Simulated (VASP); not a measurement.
# InPd (Pm-3m) in VASP: further runs, part 2 of 2

VASP 6.6.1.

### Step 3. Relaxation of cell and atoms, PBE+rVV10

Contents of INCAR:

```
ALGO = Normal ; BPARAM = 10.0
CPARAM = 0.0093 ; EDIFF = 1E-6
EDIFFG = -0.005 ; ENCUT = 600
GGA = PE ; IBRION = 2
ISIF = 3 ; ISMEAR = -1
IVDW_NL = 2 ; LASPH = T
LCHARG = F ; LREAL = F
LUSE_VDW = T ; LWAVE = F
NELM = 60 ; NSW = 60
PREC = Accurate ; SIGMA = 0.05
```

Contents of KPOINTS:

```
k-points
0
Gamma
  8 8 8
```

Contents of POSCAR:

```
InPd
1.0
    3.2718847800      0.0000000000      0.0000000000
    0.0000000000      3.2718847800      0.0000000000
    0.0000000000      0.0000000000      3.2718847800
In Pd
1 1
Direct
    0.0000000000      0.0000000000      0.0000000000
    0.5000000000      0.5000000000      0.5000000000
```

Potentials or basis: VASP PAW PBE potentials, release 64 (In_d, Pd).

Run with:

```console
> cat potpaw_PBE.64/In_d/POTCAR potpaw_PBE.64/Pd/POTCAR > POTCAR
> mpirun -np 1 vasp_std > vasp.out
```

OUTCAR:

```text
BPARAM = 10.0
   EDIFF = 1E-6
   EDIFFG = -0.005
   ENCUT = 600
   GGA = PE
   IBRION = 2
   ISIF = 3
   ISMEAR = -1
   IVDW_NL = 2
   LASPH = T
   LREAL = F
   NELM = 60
   NSW = 60
   PREC = Accurate

 ion  position               nearest neighbor table
   1  0.000  0.000  0.000-   2 2.83   2 2.83   2 2.83   2 2.83   2 2.83   2 2.83   2 2.83   2 2.83

   2  0.500  0.500  0.500-   1 2.83   1 2.83   1 2.83   1 2.83   1 2.83   1 2.83   1 2.83   1 2.83

  LATTYP: Found a simple cubic cell.
 ALAT       =     3.2718847800

  Lattice vectors:

 A1 = (   3.2718847800,   0.0000000000,   0.0000000000)
 A2 = (   0.0000000000,   3.2718847800,   0.0000000000)
 A3 = (   0.0000000000,   0.0000000000,   3.2718847800)

Analysis of symmetry for initial positions (statically):
=====================================================================
 Subroutine PRICEL returns:
 Original cell was already a primitive cell.

 Routine SETGRP: Setting up the symmetry group for a
 simple cubic supercell.

 Subroutine GETGRP returns: Found 48 space group operations
 (whereof 48 operations were pure point group operations)
 out of a pool of 48 trial point group operations.

The static configuration has the point symmetry O_h .

Analysis of symmetry for dynamics (positions and initial velocities):
=====================================================================
 Subroutine PRICEL returns:
 Original cell was already a primitive cell.

 Routine SETGRP: Setting up the symmetry group for a
 simple cubic supercell.

 Subroutine GETGRP returns: Found 48 space group operations
 (whereof 48 operations were pure point group operations)
[... 189 lines left out ...]

 number of electron      23.0000004 magnetization

 E-fermi :   9.9834     XC(G=0): -12.1237

 val. band max:        9.9744168168   @ k =   0.3750   0.3750   0.1250
 cond. band min:      10.2507980881   @ k =   0.5000   0.3750   0.3750
 fundamental gap:      0.2763812713
 Fermi energy:         9.9834154349

 k-point     1 :       0.0000    0.0000    0.0000
  band No.  band energies     occupation
      1      -4.7970      2.00000
      2      -4.7970      2.00000
      3      -4.4164      2.00000
      4      -4.4164      2.00000
      5      -4.4164      2.00000
      6       0.2043      2.00000
      7       6.3852      2.00000
      8       6.3852      2.00000
      9       7.8685      2.00000
     10       7.8685      2.00000
     11       7.8685      2.00000
     12      14.2347      0.00000
     13      14.2347      0.00000
     14      14.2347      0.00000
[... 450 lines left out ...]
--------------------------------------- Ionic step        3  -------------------------------------------

 number of electron      23.0000008 magnetization

 Free energy of the ion-electron system (eV)
  ---------------------------------------------------
  ext. energy  EPLUGINS =         0.00000000
  ---------------------------------------------------
  free energy    TOTEN  =        -7.97160887 eV

  energy without entropy =       -7.96143719  energy(sigma->0) =       -7.96652303

 E-fermi :  10.1802     XC(G=0): -12.1964

 val. band max:       10.1644087400   @ k =   0.3750   0.3750   0.1250
 cond. band min:      10.4883411941   @ k =   0.5000   0.3750   0.3750
 fundamental gap:      0.3239324541
 Fermi energy:        10.1802001854

 k-point     1 :       0.0000    0.0000    0.0000
  band No.  band energies     occupation
      1      -4.6308      2.00000
      2      -4.6308      2.00000
      3      -4.2354      2.00000
      4      -4.2354      2.00000
      5      -4.2354      2.00000
      6       0.2966      2.00000
      7       6.5205      2.00000
      8       6.5205      2.00000
      9       8.0359      2.00000
     10       8.0359      2.00000
     11       8.0359      2.00000
     12      14.4539      0.00000
     13      14.4539      0.00000
     14      14.4539      0.00000
[... 444 lines left out ...]
  FREE ENERGIE OF THE ION-ELECTRON SYSTEM (eV)
  ---------------------------------------------------
  free  energy   TOTEN  =        -7.9716088668 eV

  energy  without entropy=       -7.9614371919  energy(sigma->0) =       -7.96652303

 reached required accuracy - stopping structural energy minimisation
```

OSZICAR:

```text
N       E                     dE             d eps       ncg     rms          rms(c)
DAV:   1     0.173897010035E+03    0.17390E+03   -0.12636E+04  1057   0.222E+03
[... 23 lines left out ...]
DAV:   1    -0.802211353827E+01   -0.52765E-01   -0.10445E+00  1113   0.177E+01    0.156E+00
DAV:   2    -0.797781493541E+01    0.44299E-01   -0.21541E-01  1050   0.607E+00    0.515E-01
DAV:   3    -0.797251727553E+01    0.52977E-02   -0.18446E-02  1366   0.239E+00    0.203E-01
DAV:   4    -0.797165853584E+01    0.85874E-03   -0.25198E-03  1557   0.911E-01    0.204E-01
DAV:   5    -0.797164625065E+01    0.12285E-04   -0.45258E-05  1064   0.731E-02    0.177E-01
DAV:   6    -0.797160612611E+01    0.40125E-04   -0.96476E-05  1161   0.759E-02    0.163E-02
DAV:   7    -0.797160896384E+01   -0.28377E-05   -0.32973E-06  1383   0.167E-02    0.328E-03
DAV:   8    -0.797160886678E+01    0.97063E-07   -0.82422E-08   532   0.452E-03
   3 F= -.79716089E+01 E0= -.79665230E+01  d E =-.226214E-02
```

CONTCAR:

```text
InPd
   1.00000000000000
     3.2858013727229038   -0.0000000000000000   -0.0000000000000000
    -0.0000000000000000    3.2858013727229038   -0.0000000000000000
     0.0000000000000000   -0.0000000000000000    3.2858013727229038
  In              Pd
     1     1
Direct
     0.0000000000000000    0.0000000000000000    0.0000000000000000
     0.5000000000000000    0.5000000000000000    0.5000000000000000

  0.00000000E+00  0.00000000E+00  0.00000000E+00
  0.00000000E+00  0.00000000E+00  0.00000000E+00
```

Run time: 56 s. Hardware: 1 thread of Intel Xeon 6975P-C (Granite Rapids), shared host; peak memory 0.28 GiB.

Results:

| Property | Result |
| --- | --- |
| Free energy | -7.9716 eV |
| Relaxed volume | 17.74 Å³/atom |
| Relaxed cell | a = 3.286 Å, b = 3.286 Å, c = 3.286 Å, α = 90.00°, β = 90.00°, γ = 90.00° |
| Space group after relaxing (to 0.05 Å) | Pm-3m (No. 221) |
| Energy gained by relaxing | 1.1 meV/atom |
| Ionic steps | 3 |
| Pressure after relaxing | 0.0 GPa |
| Band gap on the k mesh | none (metal or under the smearing width) |

Step by step:
| step | energy change (eV) | largest force (eV/Å) | pressure (GPa) | volume (Å³) |
| --- | --- | --- | --- | --- |
| 1 | 0.0000 | 0.0000 | 1.63 | 35.03 |
| 2 | 0.0000 | 0.0000 | -1.52 | 35.94 |
| 3 | -0.0023 | 0.0000 | 0.00 | 35.48 |

Final structure:
```
CELL_PARAMETERS angstrom
3.28580 0.00000 0.00000
0.00000 3.28580 0.00000
0.00000 0.00000 3.28580
ATOMIC_POSITIONS crystal
In 0.00000 0.00000 0.00000
Pd 0.50000 0.50000 0.50000
```

Levels at points of the mesh, in eV from the Fermi level:
| k point | band 9 | band 10 | band 11 | band 12 | band 13 | band 14 | band 15 |
| --- | --- | --- | --- | --- | --- | --- | --- |
| (0.00, 0.00, 0.00) | -2.14 | -2.14 | -2.14 | 4.27 | 4.27 | 4.27 | 9.36 |
| (0.50, 0.00, 0.00) | -3.11 | -3.11 | -2.21 | -1.01 | 9.53 | 9.53 | 9.92 |
| (0.50, 0.50, 0.00) | -2.55 | -2.20 | -2.20 | -1.58 | 1.49 | 2.51 | 9.46 |
| (0.50, 0.50, 0.50) | -1.54 | -1.54 | -0.04 | 3.85 | 3.85 | 3.85 | 4.43 |

Caveat: pairwise dispersion overbinds metals, which lowers pressure and volume.

### Step 4. Relaxation of cell and atoms, PBE+TS

Contents of INCAR:

```
SYSTEM = InPd
PREC     = Accurate       ! precision mode
ENCUT    = 600            ! plane-wave cutoff, eV
EDIFF    = 1E-6           ! SCF threshold, eV
ISMEAR   = -1             ! smearing method
SIGMA    = 0.05           ! smearing width, eV
LREAL    = .FALSE.        ! projectors in reciprocal space
LASPH    = .TRUE.         ! aspherical terms in the spheres
NELM     = 100            ! most SCF steps
ALGO     = Fast           ! electronic algorithm
ISIF     = 3              ! what is computed and relaxed
LWAVE    = .FALSE.        ! write WAVECAR
LCHARG   = .FALSE.        ! write CHGCAR
GGA      = PE             ! functional
IVDW     = 2              ! dispersion correction
IBRION   = 2              ! ionic algorithm
NSW      = 60             ! ionic steps
EDIFFG   = -0.02          ! ionic threshold
```

Contents of KPOINTS:

```
Automatic mesh
0
G
  8 8 8
  0 0 0
```

POSCAR is that of step 3.

Run with:

```console
> cat potpaw_PBE.64/In_d/POTCAR potpaw_PBE.64/Pd/POTCAR > POTCAR
> mpirun -np 1 vasp_std > vasp.out
```

It took 34 s on 1 thread of Intel Xeon 6975P-C (Granite Rapids), shared host; peak memory 0.17 GiB.

The run converged. Its results:

```
Free energy                            : -9.5639 eV
Relaxed volume                         : 17.29 Å³/atom
Relaxed cell                           : a = 3.258 Å, b = 3.258 Å, c = 3.258 Å, α = 90.00°, β = 90.00°, γ = 90.00°
Space group after relaxing (to 0.05 Å) : Pm-3m (No. 221)
Energy gained by relaxing              : 1.2 meV/atom
Ionic steps                            : 3
Pressure after relaxing                : -0.2 GPa
Band gap on the k mesh                 : none (metal or under the smearing width)
Hirshfeld charges                      : In +0.08; Pd -0.08 e
Dispersion energy per atom             : -0.419 eV
```

Step by step:
```csv
step,energy change (eV),largest force (eV/Å),pressure (GPa),volume (Å³)
1,0.0000,0.0000,-1.49,35.03
2,-0.0005,0.0000,1.55,34.21
3,-0.0023,0.0000,-0.18,34.57
```

Final structure:
```
In Pd
1.0
     3.25775    0.00000    0.00000
     0.00000    3.25775    0.00000
     0.00000    0.00000    3.25775
In Pd
1 1
Direct
  0.00000 0.00000 0.00000
  0.50000 0.50000 0.50000
```

Levels at points of the mesh, in eV from the Fermi level:
| k point | band 10 | band 11 | band 12 | band 13 | band 14 | band 15 |
| --- | --- | --- | --- | --- | --- | --- |
| (0.00, 0.00, 0.00) | -2.22 | -2.22 | 4.33 | 4.33 | 4.33 | 9.69 |
| (0.50, 0.00, 0.00) | -3.22 | -2.29 | -1.04 | 9.76 | 9.76 | 10.02 |
| (0.50, 0.50, 0.00) | -2.29 | -2.29 | -1.63 | 1.60 | 2.60 | 9.66 |
| (0.50, 0.50, 0.50) | -1.59 | 0.06 | 3.90 | 3.90 | 3.90 | 4.53 |

Caveat: atom-pairwise D2, TS and ULG terms overbind metals; pairwise dispersion overbinds metals, which lowers pressure and volume.

### Step 5. Summary

```tsv
level	gap on the mesh (eV)	pressure (GPa)	relaxed volume (Å³/atom)
PBE+D4	none	0.0	17.45
PBE+rVV10	none	0.0	17.74
PBE+TS	none	-0.2	17.29
```

Alike in all rows: task relaxation of cell and atoms; potentials or basis VASP PAW PBE potentials, release 64 (In_d, Pd); no spin polarisation; cell relaxed; k mesh 8 × 8 × 8; cutoff (eV) 600; smearing fermi-dirac 0.05 eV.

Caveats: pairwise dispersion overbinds metals, which lowers pressure and volume; atom-pairwise D2, TS and ULG terms overbind metals (some runs).

Absolute energies hang on the potentials; compare differences alone.
